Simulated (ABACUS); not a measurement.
Input of an ABACUS 3.10.1 run:

Contents of INPUT:

```
INPUT_PARAMETERS
suffix              Si2Mo
calculation         cell-relax
basis_type          pw
pseudo_dir          ./
symmetry            1
dft_functional      pbe
ecutwfc             81
pseudo_rcut         7
nspin               1
nbands              15
ks_solver           dav
smearing_method     fd
smearing_sigma      0.00367493
scf_thr             1e-08
scf_nmax            100
mixing_type         broyden
mixing_beta         0.7
cal_force           1
cal_stress          1
relax_nmax          60
force_thr_ev        0.01
relax_method        cg
out_stru            1
stress_thr          0.5
press1              50
press2              50
press3              50
kpar                4
```

STRU

```
ATOMIC_SPECIES
Mo 95.9500 Mo.upf
Si 28.0850 Si.upf

LATTICE_CONSTANT
1.8897261246

LATTICE_VECTORS
-1.6000000000 1.6000000000 3.9305000000
1.6000000000 -1.6000000000 3.9305000000
1.6000000000 1.6000000000 -3.9305000000

ATOMIC_POSITIONS
Cartesian

Mo
0.0
1
0.0000000000 0.0000000000 0.0000000000 1 1 1

Si
0.0
2
0.0000000000 0.0000000000 5.2432870000 1 1 1
0.0000000000 0.0000000000 2.6177130000 1 1 1
```

KPT

```
K_POINTS
0
Gamma
8 8 8 0 0 0
```

Potentials or basis: PseudoDojo NC SR 0.4.1 PBE standard, plane waves.

Run with:

```console
$ OMP_NUM_THREADS=1 mpirun -np 4 abacus > log
```

Task: Predict the space group after relaxing (to 0.05 Å).

Result: I4/mmm (No. 139).

Task: Estimate the relaxed volume.

Result: 13.27 Å³/atom.

Task: Estimate the relaxed cell.

Result: a = 4.514 Å, b = 4.514 Å, c = 4.514 Å, α = 138.60°, β = 138.60°, γ = 59.99°.

The path:
```
step  energy change (eV)  largest force (eV/Å)  pressure (GPa)  volume (Å³)
   1              0.0000                0.3102            2.31        40.25
   2              0.0500                0.0757           10.68        38.90
   3              0.0098                0.1698            5.48        39.71
   4              0.0104                0.1644            5.59        39.69
   5              0.0047                0.0072            4.99        39.82
   6              0.0048                0.0064            5.01        39.82
   7              0.0044                0.0052            4.93        39.83
   8              0.0044                0.0050            4.93        39.83
   9              0.0054                0.0029            5.09        39.80
  10              0.0049                0.0040            5.02        39.81
```

Caveat: there are fewer bands than atomic start orbitals, so a level may be missed at k points of high symmetry.
